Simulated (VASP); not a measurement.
Set up this calculation in VASP 6.6.1, as the native input.

```
Task                   : relaxation of cell and atoms
Functional             : PBE
Potentials or basis    : VASP PAW PBE potentials, release 64 (Ag)
Cutoff                 : 580 eV
k mesh                 : 11 × 11 × 11
Occupations            : fermi-dirac, width 0.05 eV
Spin                   : no spin polarisation
Further INCAR settings : ALGO = Normal; EDIFF = 1e-06; IBRION = 2; EDIFFG = -0.01; NSW = 60; ISIF = 3
```

The structure of Ag lies in POSCAR:

```
Ag
1.0
    0.0000000000      2.0427500000      2.0427500000
    2.0427500000      0.0000000000      2.0427500000
    2.0427500000      2.0427500000      0.0000000000
Ag
1
Direct
    0.0000000000      0.0000000000      0.0000000000
```

The input as run:

INCAR

```
SYSTEM = Ag
  PREC = Accurate
  ENCUT = 580
  EDIFF = 1E-6
  ISMEAR = -1
  SIGMA = 0.05
  LREAL = .False.
  LASPH = .True.
  NELM = 100
  ALGO = Normal
  ISIF = 3
  LWAVE = .False.
  LCHARG = .False.
  GGA = PE
  IBRION = 2
  NSW = 60
  EDIFFG = -0.01
```

KPOINTS

```
Automatic mesh
0
Gamma
  11 11 11
  0 0 0
```

Potentials or basis: VASP PAW PBE potentials, release 64 (Ag).

Launch:

```console
$ cat potpaw_PBE.64/Ag/POTCAR > POTCAR
$ mpirun -np 1 vasp_std > vasp.out
```

It gave:

| Item | Value |
| --- | --- |
| Relaxed volume | 17.77 Å³/atom |
| Relaxed cell | a = 2.929 Å, b = 2.929 Å, c = 2.929 Å, α = 60.00°, β = 60.00°, γ = 60.00° |
| Space group after relaxing (to 0.05 Å) | Fm-3m (No. 225) |
| Energy gained by relaxing | 9.0 meV/atom |
| Ionic steps | 3 |
| Pressure after relaxing | 0.0 GPa |
| Band gap on the k mesh | none (metal or under the smearing width) |

It took 32 s on 1 thread of AMD EPYC 7R43 64-Core Processor (Zen 3) (shared host), peak memory 0.12 GiB.
